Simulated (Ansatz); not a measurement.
Runs of Ansatz 0.2.0 on MgS (Niningerite). It takes space group Fm-3m (No. 225, cubic). Conventional cell: a = 5.203 Å, b = 5.203 Å, c = 5.203 Å, α = 90.00°, β = 90.00°, γ = 90.00°. Around S (site symmetry m-3m) lie 6 Mg at 2.60 Å. Around Mg (site symmetry m-3m) lie 6 S at 2.60 Å. 

```csv
task,level,cell,smearing,points for each segment of the path,gap on the mesh (eV),pressure (GPa),relaxed volume (Å³/atom)
relaxation of cell and atoms,PBE,relaxed,fermi-dirac 0.05 eV,-,2.89,0.0,17.88
single point,PBE,as given,gaussian 0.011 eV,-,2.92,1.2,-
relaxation of cell and atoms,revPBE,relaxed,fermi-dirac 0.05 eV,-,2.97,0.0,18.29
relaxation of cell and atoms,PBEsol,relaxed,fermi-dirac 0.05 eV,-,2.86,0.0,17.39
band structure,LDA,as given,fermi-dirac 0.05 eV,14,2.69,(b),-
band structure,PBE,as given,fermi-dirac 0.05 eV,14,2.92,1.2,-
band structure,RPBE,as given,fermi-dirac 0.05 eV,14,3.07,3.4,-
relaxation of cell and atoms,RPBE,relaxed,fermi-dirac 0.05 eV,-,(a),0.0,18.40
relaxation of cell and atoms,LDA,relaxed,fermi-dirac 0.05 eV,-,2.78,0.0,16.86
band structure,PBEsol,as given,fermi-dirac 0.05 eV,14,2.83,-0.9,-
```

Alike in all rows: potentials or basis Ansatz PAW; no spin polarisation; k mesh 9 × 9 × 9; cutoff (eV) 420.

Estimate the missing entries.

(a) 2.98; (b) -3.3.

Caveats: the PAW data sets come from PBE, with cores solved anew for the run's functional, which leaves a small shift of forces and pressure (some runs); odd divisions of the mesh miss points on the zone boundary, where band edges often lie, so the gap on the mesh can be too wide (some runs); the plane-wave basis is chosen anew once the cell has moved, so the energies of steps on either side of that aren't comparable (some runs); the k mesh misses the band edges, so the gap on the mesh is wider than the one along the path (some runs).
